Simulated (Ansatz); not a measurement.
SnO₂ (Fm-3m), a vibration from a frozen displacement

Computed with DFT PBE, scalar-relativistic, plane waves, PAW (Ansatz 0.2.0). Settings: plane waves to 420 eV, k-mesh 16×16×16 (Γ-centred), Gaussian smearing 0.15 eV. No spin polarisation. Energies are free energies at this smearing, counted from the undisturbed cell; pressure is positive in compression.

The undisturbed cell (relaxed at this level; this fluorite-type form isn't the usual structure):

```
Sn O
1.0
     0.00000    2.57165    2.57165
     2.57165    0.00000    2.57165
     2.57165    2.57165    0.00000
Sn O
1 2
Cartesian
  0.0000 0.0000 0.0000
  1.2858 1.2858 1.2858
  3.8575 3.8575 3.8575
```

Every O atom is moved by x along the Cartesian unit vector (-0.577, -0.577, -0.577); the cell and all other atoms stay fixed. The cell's volume is 34.01 Å³; the moved atoms weigh 31.998 u together and the others 118.710 u. Some rows repeat others by symmetry and weren't run.

```
  x (Å)  ΔE (meV/cell) total force on the moved atoms along the move (eV/Å) pressure (GPa)
-0.2000         170.10                                                1.8710          3.6594
-0.1750         127.20                                                1.5661          2.7641
-0.1500          91.55                                                1.2907          2.0057
-0.1250          62.47                                                1.0396          1.3764
-0.1000          39.40                                                0.8085          0.8698
-0.0750          21.91                                                0.5929          0.4810
-0.0500           9.66                                                0.3890          0.2061
-0.0250           2.40                                                0.1926          0.0423
 0.0000           0.00                                                0.0000         -0.0122
 0.0250           2.40                                               -0.1926          0.0423
 0.0500           9.66                                               -0.3890          0.2061
 0.0750          21.91                                               -0.5929          0.4810
 0.1000          39.40                                               -0.8085          0.8698
 0.1250          62.47                                               -1.0396          1.3764
 0.1500          91.55                                               -1.2907          2.0057
 0.1750         127.20                                               -1.5661          2.7641
 0.2000         170.10                                               -1.8710          3.6594
```

Problem. What frequency belongs to this motion?

Solution. The force constant is k = −dF/dx = 7.704 eV/Å², from the parabola through x = -0.0250, 0 and 0.0250. In every cell the moved atoms swing against the rest, so the mass is μ = m₁m₂/(m₁ + m₂) = 25.204 u, and ν̃ = 521.5 cm⁻¹ × √(|k|/μ) = 288 cm⁻¹. To first order in x, and within 1 %, the force on every atom lies along the move and, within each of the two groups, in proportion to the atom's mass, so this is itself a mode at the zone centre of this cell.

Problem. How far does the harmonic law reach?

Solution. At x = -0.200 Å, kx²/2 = 154.08 meV against the computed 170.10 meV (+10.4 %): the well stiffens in this direction at large amplitude.

Problem. The pressure changes with x². What does that say about the frequency under compression?

Solution. With E = k(V)x²/2, k ∝ V^(−2γ) and x scaling with the cell as V^(1/3), P − P0 = −∂E/∂V = (2γ − 2/3) ΔE/V. At x = 0.0500 Å, V(P − P0) = 34.01 × 0.21827 / 160.2 eV = 46.34 meV and ΔE = 9.66 meV, so γ = 1/3 + V(P − P0)/(2ΔE) = 2.73. This is the Grüneisen parameter of the motion under uniform scaling of the cell: shrinking the cell evenly by 1 % in volume raises the frequency by about 2.73 %.

No gap shows at this level, though a semilocal functional can close a small gap that the real compound has; without a gap these slopes depend on the k mesh and the smearing.

Cost: 9 runs of about 2.8 core-minutes in all, on Intel Xeon Platinum 8259CL (Skylake/Cascade Lake) (shared hosts).

The oxygen sublattice sits in a single well against tin, so the fluorite form shows no polar instability along this line. The motion is the triply degenerate, infrared-active mode of the structure, and cubic symmetry makes its harmonic frequency of 288 cm⁻¹ the same for every direction of displacement; the stiffening at large amplitude need not be.

Along this body diagonal one oxygen moves head-on towards a tin neighbour while the other moves towards a face of its tin tetrahedron. Each site alone allows a cubic term in the energy, but inversion relates the two and cancels it, leaving an even well. The stiffening probably reflects the steep short-range repulsion in the compressed Sn–O contacts. The same repulsion would explain the sizeable Grüneisen parameter of 2.73, since on compression it grows faster than the Coulomb forces that soften a polar mode.

Stability against zone-boundary distortions, in which the oxygens move against one another, remains untested.
